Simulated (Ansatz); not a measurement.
# What TaN (Fm-3m) distorts into

Wanted: the energy along a soft mode of TaN (Fm-3m) and the structure at the end.

Calculated with Ansatz 0.2.0; DFT PBEsol, scalar-relativistic, plane waves, PAW; PAW set soft_1.

## 1. Starting point

The structure is cubic, space group Fm-3m (No. 225). Conventional cell: a = 4.375 Å, b = 4.375 Å, c = 4.375 Å, α = 90.00°, β = 90.00°, γ = 90.00°. Nearest to Ta lie 6 N at 2.19 Å. Nearest to N lie 6 Ta at 2.19 Å. Farther neighbours and most contacts between anions are not listed.

## 2. Response at finite wavevector

The cell comes from relaxations at this level that are not shown. Stability and thermal properties need the whole zone. Linear response on a 4×4×4 q mesh gives force constants as far as a supercell of that size would.

input.yaml

```yaml
crystal:
  lattice:
    - [0.0, 2.1873937018, 2.1873937018]
    - [2.1873937018, 0.0, 2.1873937018]
    - [2.1873937018, 2.1873937018, 0.0]
  atoms:
    - { symbol: Ta, position: [0.5, 0.5, 0.5] }
    - { symbol: "N", position: [0.0, 0.0, 0.0] }
kpoints:
  mp_grid: { grid: [16, 16, 16] }
hamiltonian:
  xc: pbesol
  pseudopotentials: { kind: paw, azcp: { folder: soft_1 }, xc_functional: pbe }
scf:
  occupations: { method: methfessel_paxton, width: 0.2 }
output:
  eigenvalues: true
phonons:
  method: dfpt
  qmesh: [4, 4, 4]
  temperatures: { t_max: 1000, t_step: 50 }
  qpath:
    path:
      - [[0.0, 0.0, 0.0], [0.5, 0.0, 0.5], [0.625, 0.25, 0.625]]
      - [[0.375, 0.375, 0.75], [0.0, 0.0, 0.0], [0.5, 0.5, 0.5], [0.5, 0.25, 0.75], [0.5, 0.0, 0.5]]
    npoints: 10
```

On the command line:

```
ansatz run input.yaml --threads 4 --pin off --max-ram 10240MiB --backend cpu --events-out ev --progress --plain --runs-dir out
```

Numbers of over 12 decimals in the logs are rounded to 6 here.

Output:

```text
Engine: ansatz 0.2.0, aarch64-unknown-linux-gnu
Pseudopotentials: kind: paw
Pseudopotential: Ta, paw, valence charge 13, recommended cutoff 420 eV (normal), soft_1/Ta.paw.azcp
Pseudopotential: N, paw, valence charge 5, recommended cutoff 420 eV (normal), soft_1/N.paw.azcp
Functional definition: PBEsol
  exchange = pbesol_x
  correlation = pbesol_c
Crystal: 2 atoms, lattice volume = 20.932 Å³
Basis set: ecut = 420 eV, 411 PW (Γ), exchange–correlation on 48×48×48 points (8 copies of the dense FFT grid, shifted against one another)
Bands: 13, of which v1, the nominal top of the filled ones, is band 9 counted from 1 (8 counted from 0)
Symmetry: 48 space group operations
k-points: 145 of 4096
Non-local potential: Ta, projectors of the file, l = 0: 3, l = 1: 2, l = 2: 2, l = 3: 1
Non-local potential: N, projectors of the file, l = 0: 2, l = 1: 2, l = 2: 1
PAW form: soft (Blöchl's): semilocal exchange-correlation on the pseudo side does not see the compensation charge
PAW frozen core: Ta, regenerated for the run's functional, and the local potential with it (the file was generated under x = pbe(κ = 0.804, μ = 0.219515), c = pbe(β = 0.066725))
PAW frozen core: N, regenerated for the run's functional, and the local potential with it (the file was generated under x = pbe(κ = 0.804, μ = 0.219515), c = pbe(β = 0.066725))
PAW one-centre angular grid: Ta, 590 points (default); XC on 64 Gauss nodes
PAW one-centre angular grid: N, 110 points (default); XC on 64 Gauss nodes
Initial density: superposition of atomic densities (chi_scale 0.1, normalization cell, long waves kept (reshape's long-wave potential 0.00 eV rms))
Initial wavefunctions: pseudopotential atomic-orbital guess
Functional: x = pbesol(κ = 0.804, μ = 0.123457), c = pbesol(β = 0.046)
SCF iter   1: F=—  HF=-10188.068933 eV  |F-HF|=—  |Δ(HF+E_count)|=         —  Δρ=4.82e-2  dr2=4.76e-1  ethr=3.10e-3  ⟨swp⟩=5.0  Hψ=20019  notcnv=0
automatic band count: the SCF goes on with 17 bands, as 13 were too few: the levels above may hold too much charge
preconditioner: auto → none  [metal: Δε(μ)=0.013 eV  Ē_g=15.992 eV  σ=0.200 eV  W_gap=0.05  n_scr=8 (ndim 8)  ℏωp=25.7 eV  f_vac=0.000  D(μ)=0.97/eV (n_scr^D=14)  sad-step TF]
SCF iter   2: F=—  HF=-10188.042429 eV  |F-HF|=—  |Δ(HF+E_count)|=   2.65e-2  S|Δr|=    0.00e0  Δρ=3.44e-2  dr2=2.79e-1  ethr=2.65e-3  ⟨swp⟩=1.0  Hψ=3625  notcnv=0
SCF iter   3: F=—  HF=-10187.979832 eV  |F-HF|=—  |Δ(HF+E_count)|=   6.26e-2  S|Δr|=    0.00e0  Δρ=3.07e-3  dr2=4.34e-4  ethr=1.55e-3  ⟨swp⟩=2.4  Hψ=3253  notcnv=0
SCF iter   4: F=—  HF=-10187.980136 eV  |F-HF|=—  |Δ(HF+E_count)|=   3.04e-4  S|Δr|=    0.00e0  Δρ=5.94e-4  dr2=8.78e-5  ethr=2.41e-6  ⟨swp⟩=2.6  Hψ=4371  notcnv=0  defer=160
SCF iter   5: F=—  HF=-10187.980119 eV  |F-HF|=—  |Δ(HF+E_count)|=   1.63e-5  S|Δr|=    0.00e0  Δρ=4.40e-5  dr2=2.69e-7  ethr=4.88e-7  ⟨swp⟩=2.1  Hψ=2644  notcnv=0  defer=160
SCF iter   6: F=—  HF=-10187.980118 eV  |F-HF|=—  |Δ(HF+E_count)|=   1.25e-6  S|Δr|=    0.00e0  Δρ=4.98e-6  dr2=3.74e-9  ethr=1.50e-9  ⟨swp⟩=2.4  Hψ=3169  notcnv=0  defer=190
SCF iter   7: F=—  HF=-10187.980118 eV  |F-HF|=—  |Δ(HF+E_count)|=   1.16e-9  S|Δr|=    0.00e0  Δρ=1.09e-6  dr2=1.54e-10  ethr=2.08e-11  ⟨swp⟩=2.0  Hψ=3427  notcnv=0  defer=190
SCF iter   8: F=-10187.980118 eV  HF=-10187.980118 eV  |F-HF|=0.00e0  |Δ(HF+E_count)|=  4.91e-11  S|Δr|=    0.00e0  Δρ=7.21e-8  dr2=4.59e-13  ethr=1.00e-12  ⟨swp⟩=9.3  Hψ=11081  notcnv=0
SCF 1 converged in 8 iterations: F = -10187.980118 eV  dr2 = 4.59e-13
  greatest PAW one-centre occupation: 0.999 electrons in one spin orbital (limit 2), on the Ta atom at site 0 (counted from 0), in its partial waves of l = 0
Initial density: read from a saved state, or passed on in memory by an earlier SCF of this step, an earlier step, the calling program or the single point that the run made first
iter 1 solved again at ethr=3.52e-8 eV; its pass at ethr=3.10e-3 eV (dr2=6.34e-6 eV) is discarded
SCF iter   1: F=—  HF=-10187.980118 eV  |F-HF|=—  |Δ(HF+E_count)|=         —  Δρ=5.48e-7  dr2=5.36e-11  ethr=3.52e-8  ⟨swp⟩=2.9  Hψ=14386  notcnv=0
eigensolver tolerance schedule: the retry pair's looser diagonalisation over-reported the residual by 118279.77 of it (diagonalisation noise at an unbounded share of the residual, at the tolerance the schedule requests for it); recorded, not acted on — ethr = c·dr2/N_el stays at c = 1.0e-1
preconditioner: auto → none  [metal: Δε(μ)=0.015 eV  Ē_g=11.225 eV  σ=0.200 eV  W_gap=0.06  n_scr=8 (ndim 8)  ℏωp=25.7 eV  f_vac=0.000  D(μ)=1.04/eV (n_scr^D=14)]
SCF iter   2: F=—  HF=-10187.980118 eV  |F-HF|=—  |Δ(HF+E_count)|=   7.16e-8  S|Δr|=    0.00e0  Δρ=3.79e-7  dr2=2.66e-11  ethr=1.00e-12  ⟨swp⟩=3.1  Hψ=4195  notcnv=0
SCF iter   3: F=-10187.980118 eV  HF=-10187.980118 eV  |F-HF|=5.46e-12  |Δ(HF+E_count)|=  3.64e-12  S|Δr|=    0.00e0  Δρ=2.08e-7  dr2=7.81e-12  ethr=1.00e-12  ⟨swp⟩=1.2  Hψ=4377  notcnv=0
SCF 2 converged in 3 iterations: F = -10187.980118 eV  dr2 = 7.81e-12
phonons: the bands overlap, so this run is a metal and interpolates without the dipole-dipole term. If the crystal is really an insulator or semiconductor, its LO-TO splitting is missing
NSCF: frozen V_eff on 145 k-points
NSCF: frozen V_eff on 349 k-points
DFPT response loops at q = (0, 0, 0) (fractional): preconditioner auto → Kerker (q_TF=auto, 2.661 Å⁻¹) (partly filled bands, converged f_vac=0.000); β = 1.00, the filter's whole step (`scf.mixing.beta` (0.50) is not read by the response loops under this deck's `scf.mixing.preconditioner`; to damp them name `kerker` or `kerker_dos`, under which they read `scf.mixing.beta`, and type it under 1.00, their step now; both keys bind the ground state too); Broyden in place of MSR1
NSCF: frozen V_eff on 4352 k-points
DFPT response loops at q = (0, 0, 0.25) (fractional): mixed as the last ones told, above
NSCF: frozen V_eff on 2196 k-points
DFPT response loops at q = (0, 0, -0.5) (fractional): mixed as the last ones told, above
NSCF: frozen V_eff on 2320 k-points
DFPT response loops at q = (0, 0.25, 0.25) (fractional): mixed as the last ones told, above
NSCF: frozen V_eff on 8192 k-points
DFPT response loops at q = (0, 0.25, -0.5) (fractional): mixed as the last ones told, above
NSCF: frozen V_eff on 4352 k-points
DFPT response loops at q = (0, 0.25, -0.25) (fractional): mixed as the last ones told, above
NSCF: frozen V_eff on 1242 k-points
DFPT response loops at q = (0, -0.5, -0.5) (fractional): mixed as the last ones told, above
NSCF: frozen V_eff on 2320 k-points
DFPT response loops at q = (0.25, -0.5, -0.25) (fractional): mixed as the last ones told, above
SCF converged after 8 iterations
Stability not checked: this state was not tested for a lower state beside it, because cold or Methfessel-Paxton smearing, or corrected tetrahedra, fill the levels in a way that the test cannot read (fill_not_monotonic; see scf.lower_state_search)
Free energy (F): -10187.980118 eV
Harris-Foulkes:  -10187.980118 eV  (|F-HF|=0.00e0)
Internal energy: -10187.977690 eV  (E = F + TS)
E sigma→0 (E₀):  -10187.979511 eV
Entropy (-TS):   -0.002428 eV (-1.214 meV/atom)
Fermi energy:    21.773465 eV
--- Per-component energies (eV) ---
  E_band       = -42.613783
  E_kinetic    = 525.703424
  E_local      = -559.865010  (includes V_loc(G=0)·N_el)
  E_nonlocal   = 26.490761
  E_hartree    = 200.548223
  E_xc         = -379.387827
  E_vxc        = -310.725986  (∫ρ·V_xc dr)
  E_paw        = -8304.726346  (= ΣΔE_a)
  E_vpaw       = -125.314294  (= ΣTr[D̂ρ^β])
  E_aug_tail   = 0.000890  (compensation charges beyond the density's cutoff)
  E_ewald      = -1696.983616
  E_core_change = 0.241812  (= ΣΔE_core)
  E_smearing   = -0.002428  (= −TS)
  E_closure    = -0.000000  (closes the sum)
  Σ components = -10187.980118   (vs F -10187.980118, Δ=0.00e0)
--- Band table (eV; the first three rows and the last of 145) ---
  k-point 0: bands = [... 5 lower, 17.9269, 17.9269, 17.9269, 19.6247, 19.6247, 19.6247, 21.8336, 21.8336, ... 4 higher]
  k-point 1: bands = [... 5 lower, 17.4077, 17.5761, 17.5761, 19.7866, 19.7866, 19.8586, 22.2366, 22.2366, ... 4 higher]
  k-point 2: bands = [... 5 lower, 16.3582, 16.8533, 16.8533, 20.1624, 20.1624, 20.2032, 23.2144, 23.2144, ... 4 higher]
  k-point 144: bands = [... 5 lower, 14.2220, 14.9459, 14.9459, 21.5923, 21.5923, 25.4771, 26.0131, 26.4135, ... 4 higher]
--- Phonons (Γ-DFPT): 2 representative perturbations + reference (Σ response iterations 6) ---
  ASR residual: 3.653e-5 → 0.000e0 eV/Å²; symmetrization residual: 7.162e-7 eV/Å²
  ASR residual per site (eV/Å²): 3.65e-5 1.27e-5
  Γ frequencies (cm⁻¹): 0.00 0.00 0.00 407.61 407.61 407.61
--- Phonons (arbitrary-q DFPT): 8 irreducible q on the 4×4×4 mesh ---
  q = [0.0000, 0.0000, 0.0000] (star 1, of the zone-centre solve; hermiticity 1.80e-7, symmetrization 5.30e-14): -0.00 0.00 0.00 407.61 407.61 407.61
  q = [0.0000, 0.0000, 0.2500] (star 8, 2 solved perturbations on 2176 of 4096 k-point pairs; hermiticity 2.24e-8, symmetrization 4.71e-14): 93.19 93.19 139.49 526.15 532.98 532.98
  q = [0.0000, 0.0000, -0.5000] (star 4, 2 solved perturbations on 1098 of 4096 k-point pairs; hermiticity 1.42e-14, symmetrization 1.99e-14): 97.03 97.03 111.81 510.92 586.04 586.04
  q = [0.0000, 0.2500, 0.2500] (star 6, 4 solved perturbations in 3616 linear systems a pass and spin channel, the states on 1160 of 4096 k-point pairs; hermiticity 1.07e-7, symmetrization 4.32e-14): 64.09 64.09 141.52 432.90 432.90 617.02
  q = [0.0000, 0.2500, -0.5000] (star 24, 4 solved perturbations in 12544 linear systems a pass and spin channel, the states on 4096 of 4096 k-point pairs; hermiticity 1.07e-7, symmetrization 6.33e-14): -68.89 -46.05 48.14 497.81 528.07 541.21
  q = [0.0000, 0.2500, -0.2500] (star 12, 4 solved perturbations in 6672 linear systems a pass and spin channel, the states on 2176 of 4096 k-point pairs; hermiticity 7.18e-8, symmetrization 2.26e-14): -25.16 114.81 123.81 425.18 565.29 607.86
  q = [0.0000, -0.5000, -0.5000] (star 3, 4 solved perturbations in 1940 linear systems a pass and spin channel, the states on 621 of 4096 k-point pairs; hermiticity 1.38e-7, symmetrization 4.71e-14): -261.96 -77.27 -77.27 441.87 460.67 460.67
  q = [0.2500, -0.5000, -0.2500] (star 6, 4 solved perturbations in 3498 linear systems a pass and spin channel, the states on 1160 of 4096 k-point pairs; hermiticity 5.67e-8, symmetrization 1.15e-13): -179.33 -179.33 126.46 429.89 429.89 613.40
  sum rule: each row above includes the acoustic sum rule's correction from the zone centre's row sums; it moved no ω² by more than (0.50 cm⁻¹)²
  mesh force constants: q→R imaginary residual 9.43e-18; ASR residual 3.653e-5 → 0.000e0 eV/Å²; symmetrization residual 7.105e-15 eV/Å²
  interpolated dispersion: 62 rows × 6 modes
  density of states and harmonic sums: on the 24×24×24 q-mesh, interpolated from the force constants of a 4×4×4 supercell (no non-analytic term)
  largest difference from the sums on the solved wave vectors: F 6.87e-2 eV, S 9.66e-5 and C_V 2.79e-5 eV/K
  zero-point energy: 0.107403 eV/cell   skipped modes (ω ≤ 0): 403, of them read as no rigid motion or as one in doubt: 400 (9.889e-1 modes/cell left out, lowest -261.96 cm⁻¹)   left out of the sums: 1.65e-1 of the cell's modes: C_V's classical limit lies that fraction below 3 k_B per atom; for a crystal, a wire or a layer, F and S can be off by more, and a phonons.interpolated_qmesh denser along its periods is the remedy for the sampling
```

Run time: 4.2 min. Hardware: 4 threads of Arm Neoverse V1, shared host; peak memory 3.2 GiB; 16 min of CPU time.

Reading the cycles: dr2 is the Hartree energy of the density residual (eV), the measure of convergence; HF is the Harris–Foulkes estimate of the energy, which meets the free energy F at convergence.

Numbers from this step:

```yaml
volume_per_atom: 10.47 Å³
gap_on_the_k_mesh: 0 eV
sum_rule_residual_before_enforcement: 3.65e-5 eV/Å²
lowest_frequency_on_the_path: -262.0 cm⁻¹
point_group: m-3m
highest_frequency_on_the_path_or_at_a_solved_wavevector: 617.0 cm⁻¹
highest_optical_mode_at_the_zone_centre_no_lo_to_term: 407.6 cm⁻¹
lowest_optical_zone_centre_mode: 407.6 cm⁻¹
lowest_mode_on_the_q_mesh_acoustic_modes_at_gamma_apart: -262.0 cm⁻¹
```

Frequencies (cm⁻¹) solved at each irreducible wavevector; negative means imaginary. Frequencies by wavevector, by row:

```csv
q in reciprocal lattice units,star,mode 1,mode 2,mode 3,mode 4,mode 5,mode 6
0 0 0,1,0,0,0,407.6,407.6,407.6
0 0 0.25,8,93.2,93.2,139.5,526.1,533,533
0 0 -0.5,4,97,97,111.8,510.9,586,586
0 0.25 0.25,6,64.1,64.1,141.5,432.9,432.9,617
0 0.25 -0.5,24,-68.9,-46,48.1,497.8,528.1,541.2
0 0.25 -0.25,12,-25.2,114.8,123.8,425.2,565.3,607.9
0 -0.5 -0.5,3,-262,-77.3,-77.3,441.9,460.7,460.7
0.25 -0.5 -0.25,6,-179.3,-179.3,126.5,429.9,429.9,613.4
```

Interpolated from a 4×4×4 q mesh. The phonon branches at the labelled points (cm⁻¹):

```csv
point,branch 1,branch 2,branch 3,branch 4,branch 5,branch 6
Γ,0,0,0,408,408,408
halfway,64,64,142,433,433,617
X,-262,-77,-77,442,461,461
halfway,-237,-83,-80,441,484,485
U,-177,-65,-61,435,527,535
jump to K,-177,-65,-61,435,527,535
halfway,84,114,138,433,568,593
Γ,0,0,0,408,408,408
halfway,93,93,140,526,533,533
L,97,97,112,511,586,586
halfway,-58,39,96,486,524,591
W,-179,-179,126,430,430,613
halfway,-221,-136,61,438,448,546
X,-262,-77,-77,442,461,461
```

The phonon branches as a text plot (rows in cm⁻¹):

```
    599 |    ****           *****              **************
    562 |   *    *         *******           **    ***       *
    525 |                ***      **        ********  *       *
    489 |  *      **   **                 **        *****      *
    452 |       ***********      *  *    **             **  *****
    416 |*******           ****** *******                ****
    379 |
    342 |
    306 |
    269 |
    232 |
    196 |
    159 |      *
    123 |   *** *            *******      *********     ****
     86 |  ****             *   *****    ***************    **
     49 | **   *           *   *    **  **           **
     13 |*      *                     ***                     *
    -24 |
    -61 |        ****** ***  **                       **       **
    -97 |              **   *                          *       **
   -134 |                  *                            *    **
   -170 |         **      *                              ****
   -207 |               **                                  **
   -244 |           ****                                      ***
         Γ           X  U|K            Γ         L        W     X
```

Symmetry leaves 8 wavevectors to solve. The lowest mode among them, the acoustic zeros apart, lies at q = (0, -0.5, -0.5) and is imaginary, 262.0i cm⁻¹, so the energy falls along it.

## 3. The mode frozen in, largest atomic shift 0 Å

The mode followed lies at q = (0, -0.5, -0.5) with frequency 262.0i cm⁻¹, the softest among the wavevectors solved. At small amplitude the distorted cell has space group no. 129 by a symmetry search on the positions. The undistorted cell that holds it gives the zero of energy on the same k mesh.

System of this step: TaN. It takes space group Fm-3m (No. 225, cubic). The conventional cell has a = 4.375 Å, b = 4.375 Å, c = 4.375 Å, α = 90.00°, β = 90.00°, γ = 90.00°. Ta has 6 N at 2.19 Å nearest. N has 6 Ta at 2.19 Å nearest. Farther neighbours and most contacts between anions are not listed.

input.yaml, the sections that differ from step 2:

```yaml
crystal:
  lattice:
    - [0.0, -2.1873937018, -2.1873937018]
    - [0.0, 2.1873937018, -2.1873937018]
    - [4.3747874036, 0.0, 0.0]
  atoms:
    - { symbol: Ta, position: [0.5, 0.5, 0.0] }
    - { symbol: Ta, position: [0.0, 0.0, 0.5] }
    - { symbol: "N", position: [0.5, 0.5, 0.5] }
    - { symbol: "N", position: [0.0, 0.0, 0.0] }
kpoints:
  mp_grid: { grid: [14, 14, 10] }
output:
  forces: true
  stress: true
  eigenvalues: true
# hamiltonian, scf: as in step 2
# phonons: removed
```

Output:

```text
[...]
Crystal: 4 atoms, lattice volume = 41.864 Å³
Basis set: ecut = 420 eV, 823 PW (Γ), exchange–correlation on 48×48×60 points (8 copies of the dense FFT grid, shifted against one another)
Bands: 22, of which v1, the nominal top of the filled ones, is band 18 counted from 1 (17 counted from 0)
Symmetry: 32 space group operations
[...]
k-points: 216 of 1960
[...]
k-point 0: bands = [... 14 lower, 17.9290, 17.9290, 17.9295, 19.6227, 19.6242, 19.6242, 21.8320, 21.8328, ... 4 higher]
  k-point 1: bands = [... 14 lower, 17.2959, 17.7380, 17.7380, 19.4925, 19.9472, 19.9472, 21.8749, 22.3544, ... 4 higher]
  k-point 2: bands = [... 14 lower, 17.0178, 17.3974, 17.3974, 19.1396, 20.6745, 20.6745, 22.0013, 22.9565, ... 4 higher]
  k-point 215: bands = [... 14 lower, 14.9467, 14.9467, 21.5925, 21.5925, 21.5925, 21.5925, 25.4745, 25.4745, ... 4 higher]
[key lines of the parts left out:]
SCF converged after 6 iterations
Free energy (F): -20375.960644 eV
Fermi energy:    21.775682 eV
P = ⅓ Tr σ = -0.0418 GPa (-0.418 kbar)
```

Elapsed: 3.4 s, on 4 threads; peak memory 0.45 GiB.

This step gave:

```
pressure                         : -0.04177 GPa
energy from the undistorted cell : 0 meV/atom
```

The run ends at a pressure of -0.04 GPa.

## 4. The mode frozen in, largest atomic shift 0.14 Å

The atoms are moved along the unstable eigenvector, the largest shift by 0.14 Å, with the cell fixed.

input.yaml, the sections that differ from step 3:

```yaml
crystal:
  lattice:
    - [0.0, -2.1873937018, -2.1873937018]
    - [0.0, 2.1873937018, -2.1873937018]
    - [4.3747874036, 0.0, 0.0]
  atoms:
    - { symbol: Ta, position: [0.5, 0.5, -0.0151148852] }
    - { symbol: Ta, position: [0.0, 0.0, 0.5151148852] }
    - { symbol: "N", position: [0.5, 0.5, 0.4679984449] }
    - { symbol: "N", position: [0.0, 0.0, 0.0320015551] }
# kpoints, hamiltonian, scf, output: as in step 3
```

Output:

```text
[...]
Crystal: 4 atoms, lattice volume = 41.864 Å³
Basis set: ecut = 420 eV, 823 PW (Γ), exchange–correlation on 48×48×60 points (8 copies of the dense FFT grid, shifted against one another)
Bands: 22, of which v1, the nominal top of the filled ones, is band 18 counted from 1 (17 counted from 0)
Symmetry: 16 space group operations
[...]
k-points: 216 of 1960
[...]
--- Band table (eV; the first three rows and the last of 216) ---
  k-point 0: bands = [... 14 lower, 17.9459, 18.0165, 18.0165, 19.6520, 19.9397, 19.9397, 21.8124, 22.1264]
  k-point 1: bands = [... 14 lower, 17.3350, 17.9275, 17.9275, 19.5223, 20.1758, 20.1758, 21.8541, 22.6260]
  k-point 2: bands = [... 14 lower, 16.6331, 17.7499, 17.7499, 19.1723, 20.7555, 20.7555, 21.9763, 23.0526]
  k-point 215: bands = [... 14 lower, 15.7445, 15.7445, 20.2438, 20.2438, 23.3099, 23.3099, 25.4429, 25.4429]
[key lines of the parts left out:]
SCF converged after 7 iterations
Free energy (F): -20376.054820 eV
Fermi energy:    21.560281 eV
P = ⅓ Tr σ = 0.2894 GPa (2.894 kbar)
```

Elapsed: 2.8 s, on 4 threads; peak memory 0.44 GiB.

This step gave:

| Quantity | Value |
| --- | --- |
| pressure | 0.2894 GPa |
| energy from the undistorted cell | -23.63 meV/atom |

The energy, extrapolated to zero smearing, is -23.63 meV/atom against the undistorted cell.

The run ends at a pressure of 0.29 GPa, with forces up to 1.3 eV/Å.

## 5. Energy along the mode, all amplitudes (two of the runs are shown above)

An imaginary frequency means negative curvature, so the energy should fall and then rise again as anharmonic terms take over.

Numbers from this step:

* depth at the lowest point sampled: 23.63 meV/atom
* largest atomic shift at that point: 0.14 Å

Table of energy from the parent by largest atomic shift:

```csv
largest atomic shift (Å),energy from the parent (meV/atom)
0.000,0
0.040,-5.18
0.080,-13.8
0.140,-23.6
0.220,-8.83
0.320,84.8
```

Displacement at unit largest shift by atom:

```csv
atom,x (Å),y (Å),z (Å),size
Ta1,-0.47,0.00,0.00,0.47
Ta2,0.47,0.00,0.00,0.47
N3,-1.00,0.00,0.00,1.00
N4,1.00,0.00,0.00,1.00
```

The lowest of the steps tried is at 0.14 Å, 23.6 meV/atom below the parent; the bottom of the well need not coincide with a step.

[end of part 1 of 2]

[Logs are printed without paths, hosts, clocks, repeated set-up lines and the standing remarks that a program may print on its own settings, such as how far it seeks lower states.]

[Hosts, paths, dates, database ids (printed as entryN), source tags and the programs' standing remarks are cut or masked in the printed files.]
